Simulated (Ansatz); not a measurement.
**Zone-centre phonons of HfH₂ at 6 GPa: input and output**

Method: DFT PBEsol, scalar-relativistic, plane waves, PAW (Ansatz).

Launched with:
```bash
ansatz run input.yaml --threads 1 --pin off --max-ram 3072MiB --backend cpu --events-out ev --progress --plain --runs-dir out
```

Input (bare energies are in eV):
```yaml
crystal:
  lattice:
    - [-1.7138354922, 1.7138354922, 2.0889716082]
    - [1.7138354922, -1.7138354922, 2.0889716082]
    - [1.7138354922, 1.7138354922, -2.0889716082]
  atoms:
    - { symbol: Hf, position: [0.0, 0.0, 0.0] }
    - { symbol: H, position: [0.75, 0.25, 0.5] }
    - { symbol: H, position: [0.25, 0.75, 0.5] }
basis:
  ecutwfc: 420
kpoints:
  mp_grid: { grid: [18, 18, 18] }
hamiltonian:
  xc: pbesol
scf:
  occupations: { method: fermi_dirac, width: 0.15 }
output:
  eigenvalues: true
phonons:
  method: dfpt
  eigenvectors: true
```

Results section of the output:
```
--- Phonons (Γ-DFPT): 4 representative perturbations + reference, on 865 of 5832 k-points (Σ response iterations 13) ---
  k mesh reduced under 4 symmetry operations, with k and −k counted as one. Each operation leaves every solved displacement unchanged or reverses it
  ASR residual: 5.776e-4 → 0.000e0 eV/Å²; symmetrization residual: 5.396e-7 eV/Å²
  ASR residual per site (eV/Å²): 5.78e-4 3.47e-6 3.47e-6
  Γ frequencies (cm⁻¹): 0.00 0.00 0.00 1141.30 1141.30 1193.55 1308.90 1308.90 1411.86
  non-analytic LO–TO correction: not included (Born effective charges unavailable; polar crystals: no LO–TO splitting at Γ)
```

It took 3 min on 1 thread of AMD EPYC 7R43 64-Core Processor (Zen 3), with other jobs on the host, peak memory 1.5 GiB.

In a metal, frequencies and elastic constants depend on the k mesh and the smearing, soft modes and shear constants most. Spin–orbit coupling is left out, which can shift energies with elements as heavy as these. Other phases may be more stable at this pressure.